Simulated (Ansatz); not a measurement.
# Dielectric response of SrTiO3 (001), SrO faces films, part 2 of 6

How well do thin perovskite SrTiO3 (001), SrO faces films screen a perpendicular field?

Ansatz 0.2.0; plane-wave DFT, PBEsol, Ansatz PAW (the session's first sound run).

So far. Step 2 (Relaxation, 12 atoms, units 2): The gap is 1.91 eV, with the valence edge 4.05 eV and the conduction edge 2.13 eV under the upper vacuum level. Step 3 (The relaxed film, single point, 12 atoms, units 2): The gap is 1.91 eV, with the valence edge 4.04 eV and the conduction edge 2.13 eV under the upper vacuum level.

## Step 4: Atoms held, 12 atoms, units 2, field 0.05 V/Å

A sawtooth potential applies the field, turning back in the middle of the vacuum. With the dipole correction the typed value is the field outside the slab. The induced dipole is small, so the SCF threshold is tight.

input.yaml

```yaml
crystal:
  lattice:
    - [3.905, 0.0, 0.0]
    - [0.0, 3.905, 0.0]
    - [0.0, 0.0, 25.81]
  atoms:
    - { symbol: Sr, position: [0.0, 0.0, 0.3575534913] }
    - { symbol: O, position: [0.5, 0.5, 0.3490159836] }
    - { symbol: Ti, position: [0.5, 0.5, 0.4227807481] }
    - { symbol: O, position: [0.0, 0.5, 0.42427362] }
    - { symbol: O, position: [0.5, 0.0, 0.42427362] }
    - { symbol: Sr, position: [0.0, 0.0, 0.5000000014] }
    - { symbol: O, position: [0.5, 0.5, 0.4999999998] }
    - { symbol: Ti, position: [0.5, 0.5, 0.5772192521] }
    - { symbol: O, position: [0.0, 0.5, 0.5757263794] }
    - { symbol: O, position: [0.5, 0.0, 0.5757263794] }
    - { symbol: Sr, position: [0.0, 0.0, 0.6424465094] }
    - { symbol: O, position: [0.5, 0.5, 0.6509840155] }
kpoints:
  mp_grid: { grid: [8, 8, 1] }
hamiltonian:
  xc: pbesol
scf:
  occupations: { method: fixed }
  convergence: { dr2_threshold: 1.0e-10 }
efield:
  axis: 3
  dipole_correction: true
  ramp_position: 0.97
  ramp_width: 0.06
  amplitude: 0.05
output:
  write_potential: true
  write_density: true
  volumetric_format: npy
```

Launch:

```
$ ansatz run input.yaml --threads 4 --pin off --max-ram 16384MiB --backend cpu --events-out ev --progress --plain --runs-dir out
```

Numbers of over 12 decimals in the logs are rounded to 6 here.

The log of the run:

```text
[...]
Crystal: 12 atoms, lattice volume = 393.577 Å³
Basis set: ecut = 420 eV, 7751 PW (Γ)
Bands: 60, of which v1, the nominal top of the filled ones, is band 48 counted from 1 (47 counted from 0)
Symmetry: 8 space group operations
k-points: 15 of 64
[...]
SCF iter   1: F=—  HF=-19384.458504 eV  |F-HF|=—  |Δ(HF+E_count)|=         —  Δρ=1.07e-1  dr2=5.33e1  ethr=3.10e-3  p=0.046 e·Å  D=2.13e-2 V/Å  ΔV_dip=-0.55 eV  dr2_dipole=4.46e-4  V_vac-E_F(+/−)=13.19/12.56 eV  ⟨swp⟩=6.0  Hψ=3629  notcnv=0  defer=126
[...]
SCF iter  17: F=-19369.510802 eV  HF=-19369.510802 eV  |F-HF|=1.13e-10  |Δ(HF+E_count)|=  1.60e-10  Δρ=9.89e-8  dr2=2.66e-11  ethr=1.00e-12  p=0.037 e·Å  D=1.68e-2 V/Å  ΔV_dip=-0.43 eV  dr2_dipole=1.01e-12  V_vac-E_F(+/−)=4.40/3.66 eV  ⟨swp⟩=22.7  Hψ=5002  notcnv=0
SCF 1 converged in 17 iterations: F = -19369.510802 eV  dr2 = 2.66e-11
[...]
SCF converged after 17 iterations
[...]
Free energy (F): -19369.510802 eV
[...]
Internal energy: -19369.510802 eV  (E = F + TS)
E sigma→0 (E₀):  -19369.510802 eV
Fermi energy:    1.221665 eV
Dipole field:    D = 0.016802 V/Å  (p = 0.036545 e·Å, saw-weighted, corrected)
Work function:   not extracted (applied field tilts the vacuum); planar V_es + V_field profile in the machine report
[...]
--- Band table (eV; the first three rows and the last of 15) ---
  k-point 0: bands = [... 44 lower, 0.5352, 0.8710, 0.9938, 0.9938, 3.1303, 3.2094, 4.0192, 4.0192, ... 8 higher]
  k-point 1: bands = [... 44 lower, 0.4125, 0.6177, 0.9324, 0.9989, 3.4740, 3.5375, 4.0441, 4.1048, ... 8 higher]
  k-point 2: bands = [... 44 lower, 0.4117, 0.8082, 0.8440, 1.0357, 4.0977, 4.1894, 4.2379, 4.4803, ... 8 higher]
  k-point 14: bands = [... 44 lower, 0.8745, 0.9246, 1.1582, 1.1582, 5.4117, 5.4117, 5.5861, 5.6626, ... 8 higher]
```

Run time: 18 s. Hardware: 4 threads of Arm Neoverse V1, shared host; peak memory 0.99 GiB.

This step gave:

| Property | Result |
| --- | --- |
| gap on the k-mesh | 1.909 eV |
| dipole along the normal | 0.03654 e·Å |

The dipole is 0.0365 e·Å, and the gap on the mesh 1.909 eV.

## Step 5: Single point, 12 atoms, units 2, field -0.05 V/Å

Changes to input.yaml since step 4:

```diff
@@ -30,3 +30,3 @@
   ramp_width: 0.06
-  amplitude: 0.05
+  amplitude: -0.05
 output:
```

The log of the run:

```text
[...]
Crystal: 12 atoms, lattice volume = 393.577 Å³
Basis set: ecut = 420 eV, 7751 PW (Γ)
Bands: 60, of which v1, the nominal top of the filled ones, is band 48 counted from 1 (47 counted from 0)
Symmetry: 8 space group operations
k-points: 15 of 64
[...]
k-point 0: bands = [... 44 lower, 0.5352, 0.8710, 0.9938, 0.9938, 3.1303, 3.2094, 4.0192, 4.0192, ... 8 higher]
  k-point 1: bands = [... 44 lower, 0.4125, 0.6177, 0.9324, 0.9989, 3.4740, 3.5375, 4.0441, 4.1048, ... 8 higher]
  k-point 2: bands = [... 44 lower, 0.4117, 0.8082, 0.8440, 1.0357, 4.0977, 4.1894, 4.2379, 4.4803, ... 8 higher]
  k-point 14: bands = [... 44 lower, 0.8745, 0.9246, 1.1582, 1.1582, 5.4117, 5.4117, 5.5861, 5.6626, ... 8 higher]
[key lines of the parts left out:]
SCF converged after 17 iterations
Free energy (F): -19369.510802 eV
Fermi energy:    1.221665 eV
Dipole field:    D = -0.016802 V/Å  (p = -0.036545 e·Å, saw-weighted, corrected)
```

The job ended after 18 s (4 threads; peak memory 0.99 GiB).

The dipole is -0.0365 e·Å, and the gap on the mesh 1.909 eV.

## Step 6: Response with the atoms held, 12 atoms, units 2

This step: plane-wave DFT, PBEsol, Ansatz PAW; response to a field along the normal, atoms held (Ansatz 0.2.0).

The two fields give this film's response with the atoms held: the electronic part.

Numbers from this step:

| Item | Value |
| --- | --- |
| equivalent conductor thickness p/(ε₀AE) | 8.673 Å |
| distance between the outer atoms | 7.794 Å |
| thickness | 9.762 Å |

Local field over the applied field, running mean. From the potentials at -0.05 and 0.05 V/Å; running mean over 3.905 Å, taken twice. Local field over applied field against z:

z (Å), local field over applied field and a bar from the least value:
```
      4.5      0.962 ##############################
      5.0      0.956 ##############################
      5.5      0.919 ############################
      6.0      0.868 ##########################
      6.5      0.804 ########################
      7.0      0.726 #####################
      7.5      0.637 ##################
      8.0      0.542 ##############
      8.5      0.449 ###########
      9.0      0.364 ########
      9.5      0.293 #####
     10.0      0.238 ###
     10.5      0.198 ##
     11.0      0.171 #
     11.5      0.158 
     12.0      0.153 
     12.5      0.152 
     13.0      0.152 
     13.5      0.152 
     14.0      0.154 
     14.5      0.162 
     15.0      0.180 #
     15.5      0.211 ##
     16.0      0.257 ####
     16.5      0.318 ######
     17.0      0.395 #########
     17.5      0.483 ############
     18.0      0.579 ################
     18.5      0.672 ###################
     19.0      0.757 ######################
     19.5      0.830 #########################
     20.0      0.889 ###########################
     20.5      0.935 #############################
     21.0      0.965 ##############################
     21.5      0.931 #############################
```

The induced electron density oscillates, so the rows of the table below give means over windows of 0.5 Å about each position, cut where the curve ends. Its maxima inside the range that stand out by 2 % of the span (Å: e/Å³ per V/Å): 8.17: 0.00330, 9.03: 0.00161, 10.47: 0.00114, 12.33: 0.00111, 13.05: 1.3e-4, 14.34: 0.00146, 16.06: 0.00117, 17.06: -0.00116. Its minima: 8.75: 0.00116, 9.75: -0.00117, 11.47: -0.00146, 12.76: -1.3e-4, 13.48: -0.00111, 15.34: -0.00114, 16.78: -0.00160, 17.64: -0.00330.

Electrons, planar mean, per unit field. The induced electron density by z; means over each step:

z (Å), induced electron density (e/Å³ per V/Å) and a bar from the least value:
```
      4.5    0.00001 ###############
      5.0    0.00003 ###############
      5.5    0.00007 ###############
      6.0    0.00017 ################
      6.5    0.00040 #################
      7.0    0.00091 ####################
      7.5    0.00184 ########################
      8.0    0.00298 ##############################
      8.5    0.00244 ###########################
      9.0    0.00128 #####################
      9.5   -0.00038 #############
     10.0   -0.00046 #############
     10.5    0.00072 ###################
     11.0   -0.00032 #############
     11.5   -0.00109 ##########
     12.0    0.00048 #################
     12.5    0.00058 ##################
     13.0   -0.00006 ###############
     13.5   -0.00089 ###########
     14.0    0.00024 ################
     14.5    0.00092 ####################
     15.0   -0.00004 ###############
     15.5   -0.00060 ############
     16.0    0.00089 ####################
     16.5   -0.00046 #############
     17.0   -0.00147 ########
     17.5   -0.00300 
     18.0   -0.00259 ##
     18.5   -0.00144 ########
     19.0   -0.00067 ############
     19.5   -0.00029 ##############
     20.0   -0.00012 ##############
     20.5   -0.00005 ###############
     21.0   -0.00002 ###############
     21.5   -0.00001 ###############
```

By hand: between -0.05 and 0.05 V/Å the dipole changes by 0.07309 e·Å, a slope of 0.7309 e·Å²/V. A perfect conductor of thickness t has p = ε₀AEt, so t = 180.95 × 0.7309 / 15.249 = 8.67 Å (e/ε₀ = 180.95 V·Å, A in Å²).

The induced dipole is that of a conductor 8.67 Å thick.

## Step 7: Field on, atoms free, 12 atoms, field 0.03 V/Å

This step: plane-wave DFT, PBEsol, Ansatz PAW (Ansatz 0.2.0).

Now the atoms may follow the field. A weak field makes forces of meV/Å to tens of meV/Å, so the force tolerance is set well below the usual one.

Changes to input.yaml since step 5:

```diff
@@ -30,3 +30,6 @@
   ramp_width: 0.06
-  amplitude: -0.05
+  amplitude: 0.03
+relax:
+  f_tol: 0.0006
+  max_steps: 70
 output:
```

The log of the run:

```text
[...]
Crystal: 12 atoms, lattice volume = 393.577 Å³
Basis set: ecut = 420 eV, 7751 PW (Γ), exchange–correlation on 54×54×360 points (8 copies of the dense FFT grid, shifted against one another)
Bands: 60, of which v1, the nominal top of the filled ones, is band 48 counted from 1 (47 counted from 0)
Symmetry: 8 space group operations
k-points: 15 of 64
[...]
SCF iter   1: F=—  HF=-19384.457955 eV  |F-HF|=—  |Δ(HF+E_count)|=         —  Δρ=1.07e-1  dr2=5.33e1  ethr=3.10e-3  p=0.028 e·Å  D=1.28e-2 V/Å  ΔV_dip=-0.33 eV  dr2_dipole=1.62e-4  V_vac-E_F(+/−)=13.07/12.69 eV  ⟨swp⟩=5.9  Hψ=3585  notcnv=0  defer=127
[...]
SCF iter  17: F=-19369.509821 eV  HF=-19369.509821 eV  |F-HF|=2.91e-11  |Δ(HF+E_count)|=  2.76e-10  Δρ=6.25e-8  dr2=1.04e-11  ethr=1.00e-12  p=0.022 e·Å  D=1.01e-2 V/Å  ΔV_dip=-0.26 eV  dr2_dipole=1.91e-13  V_vac-E_F(+/−)=4.26/3.81 eV  ⟨swp⟩=8.0  Hψ=5193  notcnv=0
SCF 1 converged in 17 iterations: F = -19369.509821 eV  dr2 = 1.04e-11
[...]
relax step   1: F+E_penalty+E_count = -19369.50982072 eV  Δ(F+E_penalty+E_count) = +0.000e0 eV  max|allowed force component| = 3.370e-2 eV/Å  Δτ_max = 0.0000 Å  (17 SCF iters, accepted)
[...]
SCF iter  11: F=-19369.509734 eV  HF=-19369.509734 eV  |F-HF|=0.00e0  |Δ(HF+E_count)|=  6.91e-11  Δρ=6.55e-8  dr2=7.86e-12  ethr=1.00e-12  p=0.031 e·Å  D=1.40e-2 V/Å  ΔV_dip=-0.36 eV  dr2_dipole=8.86e-14  V_vac-E_F(+/−)=4.21/3.86 eV  ⟨swp⟩=8.0  Hψ=5175  notcnv=0
SCF 2 converged in 11 iterations: F = -19369.509734 eV  dr2 = 7.86e-12
[...]
relax step   2: F+E_penalty+E_count = -19369.50973399 eV  Δ(F+E_penalty+E_count) = +8.672e-5 eV  max|allowed force component| = 2.850e-2 eV/Å  Δτ_max = 0.0041 Å  (11 SCF iters, rejected (line search))
SCF iter   1: F=—  HF=-19369.509655 eV  |F-HF|=—  |Δ(HF+E_count)|=         —  Δρ=1.02e-4  dr2=1.84e-4  ethr=2.74e-6  p=0.031 e·Å  D=1.40e-2 V/Å  ΔV_dip=-0.36 eV  dr2_dipole=1.08e-4  V_vac-E_F(+/−)=4.21/3.86 eV  ⟨swp⟩=4.4  Hψ=1617  notcnv=0  defer=148
[...]
SCF iter   9: F=-19369.509876 eV  HF=-19369.509876 eV  |F-HF|=2.33e-10  |Δ(HF+E_count)|=  8.19e-10  Δρ=1.54e-7  dr2=9.06e-11  ethr=1.00e-12  p=0.025 e·Å  D=1.17e-2 V/Å  ΔV_dip=-0.30 eV  dr2_dipole=5.22e-12  V_vac-E_F(+/−)=4.24/3.83 eV  ⟨swp⟩=6.8  Hψ=5954  notcnv=0
SCF 3 converged in 9 iterations: F = -19369.509876 eV  dr2 = 9.06e-11
relax step   3: F+E_penalty+E_count = -19369.50987556 eV  Δ(F+E_penalty+E_count) = -5.485e-5 eV  max|allowed force component| = 1.126e-2 eV/Å  Δτ_max = 0.0014 Å  (9 SCF iters, accepted)
[...]
relax step   4: F+E_penalty+E_count = -19369.50987842 eV  Δ(F+E_penalty+E_count) = -2.860e-6 eV  max|allowed force component| = 8.179e-3 eV/Å  Δτ_max = 0.0001 Å  (6 SCF iters, accepted)
[...]
relax step   5: F+E_penalty+E_count = -19369.50988374 eV  Δ(F+E_penalty+E_count) = -5.320e-6 eV  max|allowed force component| = 8.570e-4 eV/Å  Δτ_max = 0.0004 Å  (8 SCF iters, accepted)
SCF iter   1: F=—  HF=-19369.509884 eV  |F-HF|=—  |Δ(HF+E_count)|=         —  Δρ=3.17e-6  dr2=8.48e-8  ethr=3.01e-9  p=0.026 e·Å  D=1.21e-2 V/Å  ΔV_dip=-0.31 eV  dr2_dipole=3.26e-8  V_vac-E_F(+/−)=4.23/3.84 eV  ⟨swp⟩=2.1  Hψ=1449  notcnv=0  defer=70
[...]
SCF iter   6: F=-19369.509884 eV  HF=-19369.509884 eV  |F-HF|=8.00e-11  |Δ(HF+E_count)|=  1.16e-10  Δρ=8.02e-8  dr2=2.38e-11  ethr=1.00e-12  p=0.026 e·Å  D=1.20e-2 V/Å  ΔV_dip=-0.31 eV  dr2_dipole=2.60e-13  V_vac-E_F(+/−)=4.23/3.84 eV  ⟨swp⟩=7.3  Hψ=4964  notcnv=0
SCF 6 converged in 6 iterations: F = -19369.509884 eV  dr2 = 2.38e-11
relax step   6: F+E_penalty+E_count = -19369.50988381 eV  Δ(F+E_penalty+E_count) = -6.737e-8 eV  max|allowed force component| = 4.674e-4 eV/Å  Δτ_max = 0.0001 Å  (6 SCF iters, accepted)
NSCF: frozen V_eff on 15 k-points
[...]
SCF converged after 6 iterations
[...]
Free energy (F): -19369.509884 eV
[...]
Internal energy: -19369.509884 eV  (E = F + TS)
E sigma→0 (E₀):  -19369.509884 eV
Fermi energy:    1.221341 eV
Dipole field:    D = 0.012016 V/Å  (p = 0.026134 e·Å, saw-weighted, corrected)
Work function:   not extracted (applied field tilts the vacuum); planar V_es + V_field profile in the machine report
[...]
--- Forces (eV/Å), atoms counted from 1 ---
  atom   1  Sr     0.00000000     0.00000000     0.00009789
  atom   2  O     -0.00000000     0.00000000    -0.00011659
  atom   3  Ti    -0.00000000     0.00000000    -0.00021703
  atom   4  O      0.00000000     0.00000000     0.00017032
  atom   5  O     -0.00000000     0.00000000     0.00017032
  atom   6  Sr     0.00000000    -0.00000000     0.00028949
  atom   7  O     -0.00000000     0.00000000    -0.00046755
  atom   8  Ti    -0.00000000     0.00000000    -0.00011300
  atom   9  O     -0.00000000     0.00000000     0.00006142
  atom  10  O      0.00000000    -0.00000000     0.00006142
  atom  11  Sr    -0.00000000     0.00000000    -0.00021361
  atom  12  O      0.00000000     0.00000000     0.00027563
  max |Σ_I F_I| component: 1.27e-6 eV/Å
--- Band table (eV; the first three rows and the last of 15) ---
  k-point 0: bands = [... 44 lower, 0.5358, 0.8707, 0.9934, 0.9934, 3.1341, 3.2061, 4.0198, 4.0198, ... 8 higher]
  k-point 1: bands = [... 44 lower, 0.4132, 0.6174, 0.9321, 0.9984, 3.4789, 3.5332, 4.0447, 4.1069, ... 8 higher]
  k-point 2: bands = [... 44 lower, 0.4113, 0.8079, 0.8448, 1.0347, 4.0983, 4.1960, 4.2318, 4.4837, ... 8 higher]
  k-point 14: bands = [... 44 lower, 0.8801, 0.9193, 1.1579, 1.1579, 5.4132, 5.4132, 5.5886, 5.6617, ... 8 higher]
--- Relaxed structure (6 steps of the walk, 5 accepted, 0 SCFs on fresh bases) ---
  F+E_penalty+E_count = -19369.50988381 eV   max|allowed force component| = 4.674e-4 eV/Å
  atoms:
    - { symbol: Sr, position: [0, 0, 0.357593] }
    - { symbol: O, position: [0.500000, 0.500000, 0.348989] }
    - { symbol: Ti, position: [0.500000, 0.500000, 0.422795] }
    - { symbol: O, position: [0, 0.500000, 0.424260] }
    - { symbol: O, position: [0.500000, 0, 0.424260] }
    - { symbol: Sr, position: [0, 0, 0.500021] }
    - { symbol: O, position: [0.500000, 0.500000, 0.499974] }
    - { symbol: Ti, position: [0.500000, 0.500000, 0.577234] }
    - { symbol: O, position: [0, 0.500000, 0.575714] }
    - { symbol: O, position: [0.500000, 0, 0.575714] }
    - { symbol: Sr, position: [0, 0, 0.642488] }
    - { symbol: O, position: [0.500000, 0.500000, 0.650957] }
```

Run time: 54 s. Hardware: 4 threads; peak memory 0.92 GiB.

Hardly anything moved in the relaxation; the energy changed by under 0.2 meV an atom.

Numbers from this step:

* gap on the k-mesh: 1.913 eV
* dipole along the normal: 0.02613 e·Å

The relaxation took 6 steps and lowered the energy by 6.3e-5 eV; the largest force on the free atoms ends at 4.7e-4 eV/Å.

The dipole is 0.0261 e·Å, and the gap on the mesh 1.913 eV.

## Step 8: Relaxing in the field, 12 atoms, field -0.03 V/Å

The opposite sign, again from the field-free geometry; the difference of the two cancels what relaxes without a field.

Changes to input.yaml since step 7:

```diff
@@ -30,3 +30,3 @@
   ramp_width: 0.06
-  amplitude: 0.03
+  amplitude: -0.03
 relax:
```

The log of the run:

```text
[...]
Crystal: 12 atoms, lattice volume = 393.577 Å³
Basis set: ecut = 420 eV, 7751 PW (Γ), exchange–correlation on 54×54×360 points (8 copies of the dense FFT grid, shifted against one another)
Bands: 60, of which v1, the nominal top of the filled ones, is band 48 counted from 1 (47 counted from 0)
Symmetry: 8 space group operations
k-points: 15 of 64
[...]
- { symbol: O, position: [0, 0.500000, 0.424286] }
    - { symbol: O, position: [0.500000, 0, 0.424286] }
    - { symbol: Sr, position: [0, 0, 0.499979] }
    - { symbol: O, position: [0.500000, 0.500000, 0.500026] }
    - { symbol: Ti, position: [0.500000, 0.500000, 0.577205] }
    - { symbol: O, position: [0, 0.500000, 0.575740] }
    - { symbol: O, position: [0.500000, 0, 0.575740] }
    - { symbol: Sr, position: [0, 0, 0.642407] }
    - { symbol: O, position: [0.500000, 0.500000, 0.651011] }
[key lines of the parts left out:]
SCF converged after 6 iterations
Free energy (F): -19369.509884 eV
Fermi energy:    1.221341 eV
Dipole field:    D = -0.012016 V/Å  (p = -0.026134 e·Å, saw-weighted, corrected)
```

Wall time 54 s (4 threads); peak memory 0.93 GiB; 3.6 min of CPU time.

Hardly anything moved in the relaxation; the energy changed by under 0.2 meV an atom.

The relaxation took 6 steps and lowered the energy by 6.3e-5 eV; the largest force on the free atoms ends at 4.7e-4 eV/Å.

The dipole is -0.0261 e·Å, and the gap on the mesh 1.913 eV.

## Step 9: Response with the atoms relaxed, 12 atoms, units 2

This step: plane-wave DFT, PBEsol, Ansatz PAW; response to a field along the normal, atoms relaxed (Ansatz 0.2.0).

The two relaxed runs give the static response.

Numbers from this step:

```yaml
equivalent_conductor_thickness_p_eps_0ae: 10.34 Å
```

Local field over the applied field, running mean. From the potentials at -0.03 and 0.03 V/Å; running mean over 3.905 Å, taken twice. Table of local field over applied field by z:

| z (Å) | local field over applied field |
| --- | --- |
| 4.5 | 0.966 |
| 5.0 | 0.968 |
| 5.5 | 0.932 |
| 6.0 | 0.854 |
| 6.5 | 0.768 |
| 7.0 | 0.669 |
| 7.5 | 0.562 |
| 8.0 | 0.446 |
| 8.5 | 0.328 |
| 9.0 | 0.200 |
| 9.5 | 0.108 |
| 10.0 | 0.0725 |
| 10.5 | 0.0393 |
| 11.0 | 0.0176 |
| 11.5 | 0.00542 |
| 12.0 | 0.00860 |
| 12.5 | 0.0202 |
| 13.0 | 0.0235 |
| 13.5 | 0.0165 |
| 14.0 | 0.00534 |
| 14.5 | 0.00859 |
| 15.0 | 0.0247 |
| 15.5 | 0.0506 |
| 16.0 | 0.0842 |
| 16.5 | 0.134 |
| 17.0 | 0.250 |
| 17.5 | 0.373 |
| 18.0 | 0.491 |
| 18.5 | 0.603 |
| 19.0 | 0.708 |
| 19.5 | 0.802 |
| 20.0 | 0.886 |
| 20.5 | 0.951 |
| 21.0 | 0.973 |
| 21.5 | 0.938 |

The induced dipole is that of a conductor 10.34 Å thick.

[end of part 2 of 6]

[Logs are printed without paths, hosts, clocks, repeated set-up lines and the standing remarks that a program may print on its own settings, such as how far it seeks lower states.]

[Hosts, paths, dates, database ids (printed as entryN), source tags and the programs' standing remarks are cut or masked in the printed files.]

[Maps of the electrostatic potential energy from Ansatz leave out the sawtooth potential of an applied field or a dipole correction, so their vacuum need not be flat; planar profiles and work functions include it.]
